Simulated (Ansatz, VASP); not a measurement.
## P: VASP beside Ansatz

The input INCAR:

```
SYSTEM = P
ALGO     = Normal         ! electronic algorithm
EDIFF    = 1E-6           ! SCF threshold, eV
ENCUT    = 520            ! plane-wave cutoff, eV
GGA      = PS             ! functional
ISIF     = 2              ! what is computed and relaxed
ISMEAR   = -1             ! smearing method
LASPH    = .True.         ! aspherical terms in the spheres
LCHARG   = .True.         ! write CHGCAR
LELF     = .True.         ! ELF
LREAL    = .False.        ! projectors in reciprocal space
LVHAR    = .True.       
LWAVE    = .False.        ! write WAVECAR
NBANDS   = 18             ! bands
NELM     = 60             ! most SCF steps
PREC     = Accurate       ! precision mode
SIGMA    = 0.1            ! smearing width, eV
```

Contents of KPOINTS:

```
k-points
0
Gamma
  16 16 4
  0 0 0
```

Contents of POSCAR:

```
P
1.0
    2.5709445168      0.0000000000      0.0000000000
   -1.2854722584      2.2265032632      0.0000000000
    0.0000000000      0.0000000000      9.4511962595
P
4
Direct
    0.0000000000      1.0000000000      0.0000000000
    0.0000000000      0.0000000000      0.5000000000
    0.3333333333      0.6666666667      0.2500000000
    0.6666666667      0.3333333333      0.7500000000
```

Input for Ansatz:

```yaml
crystal:
  lattice:
    - [2.5709445168, 0.0, 0.0]
    - [-1.2854722584, 2.2265032632, 0.0]
    - [0.0, 0.0, 9.4511962595]
  atoms:
    - { symbol: P, position: [0.0, 1.0, 0.0] }
    - { symbol: P, position: [0.0, 0.0, 0.5] }
    - { symbol: P, position: [0.3333333333, 0.6666666667, 0.25] }
    - { symbol: P, position: [0.6666666667, 0.3333333333, 0.75] }
hamiltonian:
  xc: pbesol
  pseudopotentials:
    kind: paw
    azcp:
      P: "pseudopotentials/P.paw.azcp"
basis:
  ecutwfc: 420
  fft_grid_basis: typed
kpoints:
  mp_grid: { grid: [16, 16, 4], shift: [0, 0, 0] }
magnetization:
  spin_polarized: false
scf:
  occupations: { method: fermi_dirac, width: 0.1 }
  lower_state_search: "off"
output:
  stress: true
```

Alike in both runs: task single point; functional PBEsol; k mesh 16 × 16 × 4; occupations fermi-dirac, width 0.1 eV; no spin polarisation.

|  | VASP | Ansatz |
| --- | --- | --- |
| version | VASP 6.6.1 | Ansatz 0.2.0 |
| potentials or method | VASP PAW PBE potentials, release 64 (P) | plane waves (420 eV) with PAW, scalar-relativistic |
| plane-wave cutoff (eV) | 520 | 420 |
| valence electrons in the cell | 20 | 20 |

Ansatz gave:

- pressure (GPa): 4.4
- largest component of the traceless stress (GPa): 0.92

**Question.** Estimate VASP's values.

**Answer.** Pressure (GPa): 4.5; largest component of the traceless stress (GPa): 0.94.

Ansatz warned: «pseudo_functional_mismatch».

Caveats: the PAW data sets were made with another functional, which shifts forces and pressure a little (VASP).
